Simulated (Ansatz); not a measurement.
**Quadrupolar parameters in InSb under strain**

The cell is a COD entry, relaxed with PBE at fixed cell and then changed (z stretched by 1 %, ions relaxed).

```
In Sb
1.0
     0.00000    3.23910    3.27149
     3.23910    0.00000    3.27149
     3.23910    3.23910    0.00000
In Sb
1 1
Direct
  0.00000 0.00000 0.00000
  0.75000 0.75000 0.75000
```

Sites (sets of like atoms) are named by element and the number of their first atom in this list.

All values are calculated (Ansatz; DFT, PBE, plane waves and PAW, scalar-relativistic, 420 eV cutoff, Γ-centred 12×12×12 k-points, Fermi–Dirac smearing 0.05 eV), not measured.

V_zz is the principal component of the electric field gradient with the largest magnitude, η = (V_xx − V_yy)/V_zz and C_Q = eQV_zz/h.

¹¹⁵In: I = 9/2, Q = 772.0 mb; 123Sb: I = 7/2, Q = -692.0 mb. Q values from Pyykkö, Mol. Phys. 116, 1328 (2018).

**Question.** Which values are expected at the nuclei?

**Answer.** 

| site | atoms (order as listed) | first shell | V_zz (10²¹ V/m²) | η | C_Q (MHz) |
| --- | --- | --- | --- | --- | --- |
| In | 1 | 4 Sb at 2.81 Å | -0.29 | 0.00 | -5.47 |
| Sb | 2 | 4 In at 2.81 Å | 0.29 | 0.00 | -4.78 |

An axis of threefold or higher order runs through In and Sb, so V_zz lies along it and η is zero.

With no gap above 0.1 eV, as in a metal, the gradients converge slowly in k; expect changes of a tenth or more on a denser mesh. Without spin–orbit coupling (the program notes it for In and Sb) the gradients can shift somewhat, as the gap is small. With these PAW files V_zz is typically within 2 to 3 % of all-electron values, but misses above 10 % occur on Sb. Semilocal functionals make gaps too small and can close them, so the real compound need not be a metal.
